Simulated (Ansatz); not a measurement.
# Ti under changes of volume

One of the cells (17.020 Å³/atom); the others are scaled copies at fixed shape and fractional positions:

```
Ti
1.0
     4.56737    0.00000    0.00000
    -2.28369    3.95546    0.00000
     0.00000    0.00000    2.82624
Ti
3
Direct
  0.66667 0.33333 0.50000
  0.33333 0.66667 0.50000
  0.00000 0.00000 0.00000
```

This isn't the form of Ti at room conditions, which is hcp.

- Program: Ansatz 0.2.0
- Functional: LDA
- Potentials or basis: Ansatz PAW
- Cutoff: 420 eV (not typed: the program's choice for these potentials)
- k mesh: 7 × 7 × 9
- Occupations: fermi-dirac, width 0.05 eV
- Spin: no spin polarisation

| volume (Å³/atom) | energy over the lowest point (meV/atom) | pressure (GPa) |
| --- | --- | --- |
| 15.999 | 0.00 | -1.2 |
| 16.339 | 5.23 | -3.7 |
| 16.679 | 15.56 | -6.0 |
| 17.020 | 30.52 | -8.0 |
| 17.360 | ? | ? |
| 17.701 | 72.60 | -11.6 |
| 18.041 | 98.96 | -13.1 |

Q: What does the run at 17.360 Å³/atom give?

A: Energy over the lowest point 49.66 meV/atom; pressure -9.9 GPa.

Worked out: A Birch-Murnaghan fit of order 3 (a polynomial in V^(-2/3)) to the other rows has its minimum at 15.85 Å³/atom, just outside them, with B0 = V·E''(V) = 128 GPa and B' = 3.5 at fixed shape and positions, which overstates the stiffness. It gives 49.63 meV/atom at 17.360 Å³/atom, against the run's 49.66, and -dE/dV = -9.9 GPa, against -9.9.

Energies are extrapolated to zero smearing.

Caveats: the PAW data sets come from PBE, with cores solved anew for the run's functional, which leaves a small shift of forces and pressure.
